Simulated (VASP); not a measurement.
Here is a VASP 6.6.1 calculation.

INCAR

```
SYSTEM = AlIn7As8
PREC = Accurate
ENCUT = 600
EDIFF = 1E-6
ISMEAR = 0
SIGMA = 0.03
LREAL = .False.
LASPH = .True.
NELM = 80
ALGO = Normal
ISIF = 3
LWAVE = .False.
LCHARG = .False.
GGA = PS
IBRION = 2
NSW = 90
EDIFFG = -0.01
KPAR = 4
```

The input KPOINTS:

```
regular mesh
0
Gamma
  6 6 6
  0 0 0
```

POSCAR

```
AlIn7As8
1.0
   -5.9891000000      0.0000000000      5.9891000000
   -5.9891000000     -5.9891000000      0.0000000000
    0.0000000000     -5.9891000000      5.9891000000
Al In As
1 7 8
Direct
    0.0000000000      0.5000000000      0.0000000000
    0.0000000000      0.0000000000      0.0000000000
    0.0000000000      0.5000000000      0.5000000000
    0.0000000000      0.0000000000      0.5000000000
    0.5000000000      0.5000000000      0.0000000000
    0.5000000000      0.0000000000      0.0000000000
    0.5000000000      0.5000000000      0.5000000000
    0.5000000000      0.0000000000      0.5000000000
    0.1250000000      0.1250000000      0.1250000000
    0.1250000000      0.6250000000      0.1250000000
    0.1250000000      0.1250000000      0.6250000000
    0.1250000000      0.6250000000      0.6250000000
    0.6250000000      0.1250000000      0.1250000000
    0.6250000000      0.6250000000      0.1250000000
    0.6250000000      0.1250000000      0.6250000000
    0.6250000000      0.6250000000      0.6250000000
```

Potentials or basis: VASP PAW PBE potentials, release 64 (Al, In_d, As).

Launch:

```sh
$ cat potpaw_PBE.64/Al/POTCAR potpaw_PBE.64/In_d/POTCAR potpaw_PBE.64/As/POTCAR > POTCAR
$ mpirun -np 4 vasp_std > vasp.out
```

(1) Estimate the relaxed volume.

(2) Estimate the space group after relaxing (to 0.05 Å).

(3) Predict the relaxed cell.

(4) Estimate the band gap on the k mesh.

Results:

(1) 27.52 Å³/atom.

(2) F-43m (No. 216).

(3) a = 8.540 Å, b = 8.540 Å, c = 8.540 Å, α = 60.00°, β = 60.00°, γ = 60.00°.

(4) none (metal or under the smearing width).

Caveat: the PAW data sets were made with another functional, which shifts forces and pressure a little.
